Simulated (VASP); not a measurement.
# Mg (P6/mmm) in VASP: notebook

One crystal, Mg, is run at these levels: r2SCAN; tasks: single point.

All numbers are computed with VASP 6.6.1; they aren't measurements. Logs are shortened: lines on timing, memory, paths and dates and some standing lists are left out, and cuts for length are marked.

**1. The structure**

The structure is hexagonal, space group P6/mmm (No. 191). Conventional cell: a = 3.050 Å, b = 3.050 Å, c = 3.045 Å, α = 90.00°, β = 90.00°, γ = 120.00°. Mg (site symmetry 6/mmm) has 8 Mg at 3.04 to 3.05 Å as nearest neighbours.

This isn't the form of Mg at room conditions, which is hcp.

**2. Single point, r2SCAN**

Contents of INCAR:

```
ADDGRID = False
ALGO = Normal
EDIFF = 1E-6
ENCUT = 400
ISIF = 2
ISMEAR = 1
LASPH = True
LCHARG = False
LMIXTAU = True
LREAL = False
LWAVE = False
METAGGA = R2SCAN
NELM = 100
PREC = Accurate
SIGMA = 0.2
```

Contents of KPOINTS:

```
k-points
0
Gamma
  15 15 13
```

Contents of POSCAR:

```
Mg
1.0
    3.1430880000     -0.0084060000     -0.0278050000
   -1.5788240000      2.6046760000      0.0276970000
   -0.0277550000      0.0158990000      3.0020770000
Mg
1
Direct
   -0.0144770000      0.0117080000      0.0082640000
```

Potentials or basis: VASP PAW PBE potentials, release 64 (Mg).

On the command line:

```
cat potpaw_PBE.64/Mg/POTCAR > POTCAR
mpirun -np 1 vasp_std > vasp.out
```

OUTCAR:

```text
EDIFF = 1E-6
   ENCUT = 400
   ISIF = 2
   ISMEAR = 1
   LASPH = True
   LREAL = False
   METAGGA = R2SCAN
   NELM = 100
   PREC = Accurate

 Found   1463 irreducible k-points:

 Following reciprocal coordinates:
            Coordinates               Weight
  0.000000  0.000000  0.000000      1.000000
  0.066667 -0.000000 -0.000000      2.000000
  0.133333 -0.000000  0.000000      2.000000
  0.200000 -0.000000  0.000000      2.000000
  0.266667 -0.000000  0.000000      2.000000
  0.333333  0.000000  0.000000      2.000000
   k-points           NKPTS =   1463   k-points in BZ     NKDIM =   1463   number of bands    NBANDS=      5
   number of dos      NEDOS =    301   number of ions     NIONS =      1
   total plane-waves  NPLWV =   9600
   dimension x,y,z NGX =    24 NGY =   20 NGZ =   20
   dimension x,y,z NGXF=    48 NGYF=   40 NGZF=   40
   ions per type =               1
   NGX,Y,Z   is equivalent  to a cutoff of  12.69, 10.92, 11.07 a.u.
   NGXF,Y,Z  is equivalent  to a cutoff of  25.39, 21.83, 22.15 a.u.
 SYSTEM =  unknown system
   PREC   = accura    normal or accurate (medium, high low for compatibility)
   ISTART =      0    job   : 0-new  1-cont  2-samecut
   ICHARG =      2    charge: 1-file 2-atom 10-const
   ISPIN  =      1    spin polarized calculation?
   LNONCOLLINEAR =      F non collinear calculations
   LSORBIT =      F    spin-orbit coupling
   LASPH  =      T    aspherical Exc in radial PAW
   ENCUT  =  400.0 eV  29.40 Ry    5.42 a.u.   5.13  4.97  4.90*2*pi/ulx,y,z
   NELM   =    100;   NELMIN=  2; NELMDL= -5     # of ELM steps
   EDIFF  = 0.1E-05   stopping-criterion for ELM
   LREAL  =      F    real-space projection
   EDIFFG = 0.1E-04   stopping-criterion for IOM
   NSW    =      0    number of steps for IOM
   IBRION =     -1    ionic relax: 0-MD 1-quasi-New 2-CG
   NFREE  =      0    steps in history (QN), initial steepest desc. (CG)
   ISIF   =      2    stress and relaxation
   ISYM   =      2    0-nonsym 1-usesym 2-fastsym
   POTIM  = 0.5000    time-step for ionic-motion
   TEBEG  =    0.0;   TEEND  =   0.0 temperature during run
   PSTRESS=    0.0 pullay stress
   NELECT =       2.0000    total number of electrons
   NUPDOWN=      -1.0000    fix difference up-down
   EMIN   =  10.00;   EMAX   =-10.00  energy-range for DOS
   EFERMI =   0.00;   METHOD = LEGACY
   ISMEAR =     1;   SIGMA  =   0.20  broadening in eV -4-tet -1-fermi 0-gaus
   EFERMI_NEDOS =   21; number of points for ismear=-14 and -15
   IALGO  =     38    algorithm
   IMIX   =      4    mixing-type and parameters
     AMIX     =   0.40;   BMIX     =  1.00
     AMIX_MAG =   1.60;   BMIX_MAG =  1.00
  volume/ion in A,a.u.               =      24.53       165.57
  Fermi-wavevector in a.u.,A,eV,Ry     =   0.709836  1.341396  6.855535  0.503868
  Thomas-Fermi vector in A             =   1.796524
   LORBIT       =      0    0 simple, 1 ext, 2 COOP (PROOUT), +10 PAW based schemes
   METAGGA = R2SCAN    functional components
   LHFCALC =     F    Hartree Fock is set to
   AEXX    =    0.0000 exact exchange contribution
   IVDW    =     0    specifies the selected vdW correction
   LEPSILON=     F    determine dielectric tensor
   LRPA    =     F    only Hartree local field effects (RPA)
 non-spin polarized calculation
 Methfessel and Paxton  Order N= 1 SIGMA  =   0.20
  energy-cutoff  :      400.00
  volume of cell :       24.53
 maximum number of plane-waves:       456
 NGX is ok and might be reduce to    24

 number of electron       2.0000000 magnetization

 Free energy of the ion-electron system (eV)
  ---------------------------------------------------
  ext. energy  EPLUGINS =         0.00000000
  ---------------------------------------------------
  free energy    TOTEN  =        -3.86606558 eV

  energy without entropy =       -3.86629499  energy(sigma->0) =       -3.86614205

 E-fermi :   2.3003     XC(G=0):  -8.8380

 val. band max:        2.2965402639   @ k =   0.3333   0.3333  -0.0000
 cond. band min:       2.3003856144   @ k =  -0.0667  -0.2667   0.4615
 fundamental gap:      0.0038453505
 Fermi energy:         2.3002813804

 k-point     1 :       0.0000    0.0000    0.0000
  band No.  band energies     occupation
      1      -4.8349      2.00000
      2      11.0952      0.00000
      3      12.2538      0.00000
      4      14.8999      0.00000
      5      16.1152      0.00000

 k-point     2 :       0.0667   -0.0000   -0.0000
  band No.  band energies     occupation
      1      -4.7352      2.00000
      2      11.0413      0.00000
      3      12.3368      0.00000
      4      13.5443      0.00000
      5      15.0370      0.00000

 k-point     3 :       0.1333   -0.0000    0.0000
  band No.  band energies     occupation
      1      -4.4367      2.00000
      2      10.4396      0.00000
      3      11.9952      0.00000
      4      12.5864      0.00000
      5      14.1031      0.00000

 k-point     4 :       0.2000   -0.0000    0.0000
  band No.  band energies     occupation
      1      -3.9411      2.00000
      2       8.6457      0.00000
      3      11.6395      0.00000
      4      12.9997      0.00000
      5      13.3346      0.00000

 k-point     5 :       0.2667   -0.0000    0.0000
  band No.  band energies     occupation
      1      -3.2513      2.00000
      2       6.6528      0.00000
      3      11.5246      0.00000
      4      12.7122      0.00000
      5      13.5791      0.00000

 k-point     6 :       0.3333    0.0000    0.0000
  band No.  band energies     occupation
      1      -2.3717      2.00000
      2       4.7562     -0.00000
      3      11.3949      0.00000
      4      12.2252      0.00000
      5      14.3207      0.00000

 [... further k-points ...]
[... 5 lines left out ...]
  --------------------------------------------------------------------------------------
  -------------------------------------------------------------------------------------
  Total       -0.2181338      0.1930440      0.1212063      0.0253907      0.0142013     -0.0635833
  in kB      -14.2447152     12.6062839      7.9150887      1.6580820      0.9273806     -4.1521599
  external PRESSURE =       2.0922191 kB  Pullay stress =       0.0000000 kB

 VOLUME and BASIS-vectors are now :
 -----------------------------------------------------------------------------
  energy-cutoff  :      400.00
  volume of cell :       24.53
      direct lattice vectors                 reciprocal lattice vectors
     3.143088000 -0.008406000 -0.027805000     0.318692044  0.193154686  0.001923445
    -1.578824000  2.604676000  0.027697000     0.001010546  0.384559010 -0.002027282
    -0.027755000  0.015899000  3.002077000     0.002942377 -0.001758937  0.333139234

 POSITION                                       TOTAL-FORCE (eV/Angst)
 -----------------------------------------------------------------------------------
      3.07887      0.02234     -0.00227         0.000000     -0.000000     -0.000000
 -----------------------------------------------------------------------------------
    total drift:                               -0.000316      0.000024      0.000244

  FREE ENERGIE OF THE ION-ELECTRON SYSTEM (eV)
  ---------------------------------------------------
  free  energy   TOTEN  =        -3.8660655843 eV

  energy  without entropy=       -3.8662949872  energy(sigma->0) =       -3.86614205
```

Wall time 2.5 min (1 thread of Intel Xeon 6975P-C (Granite Rapids), shared host); peak memory 0.25 GiB.

The run converged, but some of its settings lie outside the range that counts as converged, so its numbers aren't taken as properties of the crystal.

What came out:

| Item | Value |
| --- | --- |
| Free energy | -3.8661 eV |
| Pressure | 0.2 GPa |
| Band gap on the k mesh | none (metal or under the smearing width) |

Caveat: the PAW data sets were made with another functional, which shifts forces and pressure a little.

**3. Single point, r2SCAN**

This run uses another cell than the first one, of the same volume but with other edges.

INCAR: that of step 2 with these lines changed.

```diff
@@ -14,2 +14,2 @@
 PREC = Accurate
-SIGMA = 0.2
+SIGMA = 0.4
```

KPOINTS is that of step 2.

Contents of POSCAR:

```
Mg
1.0
    3.0502998005      0.0000000000      0.0000000000
   -1.5251499003      2.6416371164      0.0000000000
    0.0000000000      0.0000000000      3.0448375700
Mg
1
Direct
    0.0000000000      0.0000000000      0.0000000000
```

Potentials or basis: VASP PAW PBE potentials, release 64 (Mg).

On the command line:

```
cat potpaw_PBE.64/Mg/POTCAR > POTCAR
mpirun -np 1 vasp_std > vasp.out
```

Wall time 31 s (1 thread of Intel Xeon 6975P-C (Granite Rapids), shared host); peak memory 0.13 GiB.

These settings aren't checked as converged: the numbers below hold their error.

Results:

- Free energy: -3.8701 eV
- Pressure: 0.4 GPa
- Band gap on the k mesh: none (metal or under the smearing width)

Caveat: the PAW data sets were made with another functional, which shifts forces and pressure a little.

**4. Single point, r2SCAN**

INCAR is that of step 3.

KPOINTS is that of step 3.

Contents of POSCAR:

```
Mg
1.0
    3.1430880000     -0.0084060000     -0.0278050000
   -1.5788240000      2.6046760000      0.0276970000
   -0.0277550000      0.0158990000      3.0020770000
Mg
1
Direct
   -0.0144770000      0.0117080000      0.0082640000
```

On the command line:

```
cat potpaw_PBE.64/Mg/POTCAR > POTCAR
mpirun -np 1 vasp_std > vasp.out
```

Run time: 2.1 min. Hardware: 1 thread of Intel Xeon 6975P-C (Granite Rapids), shared host; peak memory 0.26 GiB.

The run converged, but some of its settings lie outside the range that counts as converged, so its numbers aren't taken as properties of the crystal.

Results:

| Quantity | Value |
| --- | --- |
| Free energy | -3.8658 eV |
| Pressure | 0.3 GPa |
| Band gap on the k mesh | none (metal or under the smearing width) |

Caveat: the PAW data sets were made with another functional, which shifts forces and pressure a little.

**5. The reference run**

An earlier run on the cell as given: functional PBE; potentials or basis VASP PAW PBE potentials, release 64 (Mg); cutoff 520 eV; k mesh 10 × 10 × 9; occupations fermi-dirac, width 0.05 eV; no spin polarisation.

- Pressure: 1.1 GPa
- Band gap on the k mesh: none (metal or under the smearing width)
